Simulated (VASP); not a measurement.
Wanted: the native input for a VASP 6.6.1 run.

```
Task                   : single point
Functional             : PBEsol
Potentials or basis    : VASP PAW PBE potentials, release 64 (Be, S, H)
Cutoff                 : 520 eV
k mesh                 : 4 × 4 × 1
Occupations            : gaussian, width 0.15 eV
Spin                   : no spin polarisation
Dipole correction      : no
Further INCAR settings : LREAL = Auto; ALGO = Normal; EDIFF = 1e-06; NBANDS = 29
```

The structure of Be12H2S lies in POSCAR:

```
Be12H2S
1.0
    4.5800000000      0.0000000000      0.0000000000
    2.2900000000      3.9663960000      0.0000000000
    0.0000000000      0.0000000000     15.5884300000
Be S H
12 1 2
Direct
    0.0000000000      0.0000000000      0.0641500780
    0.5000000000      0.0000000000      0.0641500780
    0.0000000000      0.5000000000      0.0641500780
    0.5000000000      0.5000000000      0.0641500780
   -0.1711721158      0.3350101704      0.1780426894
    0.3360310271      0.3350724436      0.1780834888
   -0.1663231463      0.8327113581      0.1749758635
    0.3355866075      0.8288874838      0.1783665834
   -0.0007407262     -0.0010967135      0.2871742055
    0.5020017486     -0.0012532788      0.2872094239
   -0.0007032721      0.5012401687      0.2875028467
    0.4989444461      0.5022325053      0.3023156277
    0.5212933161      0.4563076909      0.4459911614
    0.6236883694      0.6715154009      0.4764691505
    0.2005260840      0.6643194477      0.4755949124
```

The cell was built by a generator and needn't be a form met in nature.

These files were run (other wordings do the same):

INCAR

```
  PREC = Accurate
  ENCUT = 520
  EDIFF = 1E-6
  ISMEAR = 0
  SIGMA = 0.15
  LREAL = Auto
  LASPH = T
  NELM = 100
  ALGO = Normal
  ISIF = 2
  LWAVE = F
  LCHARG = T
  GGA = PS
  LELF = T
  LVHAR = T
  NBANDS = 29
```

KPOINTS

```
regular mesh
0
Gamma
  4 4 1
```

Potentials or basis: VASP PAW PBE potentials, release 64 (Be, S, H).

The run is started by

```sh
$ cat potpaw_PBE.64/Be/POTCAR potpaw_PBE.64/S/POTCAR potpaw_PBE.64/H/POTCAR > POTCAR
$ mpirun -np 1 vasp_std > vasp.out
```

Results of the run:

The largest force is 0.184 eV/Å. The band gap on the k mesh is none (metal or under the smearing width).

Caveat: the k mesh is coarse (spacing up to 0.40 Å⁻¹), so the values aren't converged; the PAW data sets were made with another functional, which shifts forces and pressure a little.

Wall time 2.2 min on 1 thread of AMD EPYC 9R45 96-Core Processor (Zen 5), with other jobs on the host, peak memory 0.36 GiB.
